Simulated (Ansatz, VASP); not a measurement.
Two plane-wave programs on Sb

The input INCAR:

```
  PREC = Accurate
  ENCUT = 520
  EDIFF = 1E-7
  ISMEAR = 0
  SIGMA = 0.15
  LREAL = False
  LASPH = True
  NELM = 60
  ALGO = Normal
  ISIF = 2
  LWAVE = False
  LCHARG = False
  GGA = PS
  NBANDS = 8
```

KPOINTS

```
Automatic mesh
0
Gamma
  16 16 16
```

POSCAR

```
Sb
1.0
    3.1618344867     -0.0755387079     -0.0755387079
   -0.0755387079      3.1618344867     -0.0755387079
   -0.0755387079     -0.0755387079      3.1618344867
Sb
1
Direct
    0.0000000000      0.0000000000      0.0000000000
```

Input for Ansatz:

```yaml
crystal:
  lattice:
    - [3.1618344867, -0.0755387079, -0.0755387079]
    - [-0.0755387079, 3.1618344867, -0.0755387079]
    - [-0.0755387079, -0.0755387079, 3.1618344867]
  atoms:
    - { symbol: Sb, position: [0.0, 0.0, 0.0] }
basis:
  ecutwfc: 420
kpoints:
  mp_grid: { grid: [16, 16, 16] }
hamiltonian:
  xc: pbesol
scf:
  occupations: { method: gaussian, width: 0.15 }
output:
  forces: true
  stress: true
  eigenvalues: true
  write_density: true
  write_potential: true
  elf: true
  volumetric_format: npy
```

Alike in both runs: task single point; functional PBEsol; k mesh 16 × 16 × 16; occupations gaussian, width 0.15 eV; no spin polarisation.

```csv
,VASP,Ansatz
version,VASP 6.6.1,Ansatz 0.2.0
potentials or method,"VASP PAW PBE potentials, release 64 (Sb)","scalar-relativistic, plane waves, PAW"
plane-wave cutoff (eV),520,420
valence electrons in the cell,5,15
```

|  | VASP | Ansatz | Ansatz less VASP |
| --- | --- | --- | --- |
| gap on the k mesh at the Fermi level (eV) | none | none | - |
| pressure (GPa) | -4.9 | -4.9 | -0.04 |
| largest component of the traceless stress (GPa) | 0.64 | 0.64 | +0.003 |

A gap of «none» marks a metal or a gap that the smearing closes. The two sets of potentials don't hold the same shells in valence.

Caveats: the PAW data sets were made with another functional, which shifts forces and pressure a little (VASP). Spin-orbit coupling is left out, which matters for the levels of Sb.
